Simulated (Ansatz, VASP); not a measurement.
**Al: VASP beside Ansatz**

Contents of INCAR:

```
ALGO = Normal ; EDIFF = 1E-8
ENCUT = 520 ; GGA = CA
ISIF = 2 ; ISMEAR = -1
LASPH = T ; LCHARG = F
LEFG = T ; LREAL = F
LWAVE = F ; NBANDS = 8
NELM = 60 ; PREC = Accurate
SIGMA = 0.03
```

The input KPOINTS:

```
k-points
0
Gamma
  17 17 17
```

Contents of POSCAR:

```
Al
1.0
    0.0000000000      2.0239800000      2.0644596000
    2.0239800000      0.0000000000      2.0644596000
    2.0239800000      2.0239800000      0.0000000000
Al
1
Direct
    0.0000000000      0.0000000000      0.0000000000
```

Input for Ansatz:

```yaml
crystal:
  lattice:
    - [0.0, 2.02398, 2.0644596]
    - [2.02398, 0.0, 2.0644596]
    - [2.02398, 2.02398, 0.0]
  atoms:
    - { symbol: Al, position: [0.0, 0.0, 0.0] }
kpoints:
  mp_grid: { grid: [17, 17, 17] }
scf:
  occupations: { method: fermi_dirac, width: 0.03 }
hamiltonian:
  xc: lda
  pseudopotentials: { kind: paw }
output:
  forces: true
  stress: true
  eigenvalues: true
  efg: { contact_densities: true }
  write_density: true
  write_potential: true
  elf: true
  volumetric_format: npy
```

Change from the starting cell: zz strain of +2 %, PAW files.

Alike in both runs: task electric field gradients; functional LDA; k mesh 17 × 17 × 17; occupations fermi-dirac, width 0.03 eV; no spin polarisation.

|  | VASP | Ansatz |
| --- | --- | --- |
| version | VASP 6.6.1 | Ansatz 0.2.0 |
| potentials or method | VASP PAW LDA potentials, release 64 (Al) | PAW with Ansatz's default frozen-core files, scalar-relativistic |
| plane-wave cutoff (eV) | 520 | 420 |
| valence electrons in the cell | 3 | 3 |

VASP gave:

- pressure (GPa): -4.8
- largest component of the traceless stress (GPa): 0.33
- Vzz of the field gradient on the site that differs most (V/Å²): 1.2

Estimate Ansatz's values.

pressure (GPa): -4.9; largest component of the traceless stress (GPa): 0.33; Vzz of the field gradient on the site that differs most (V/Å²): 1.1.
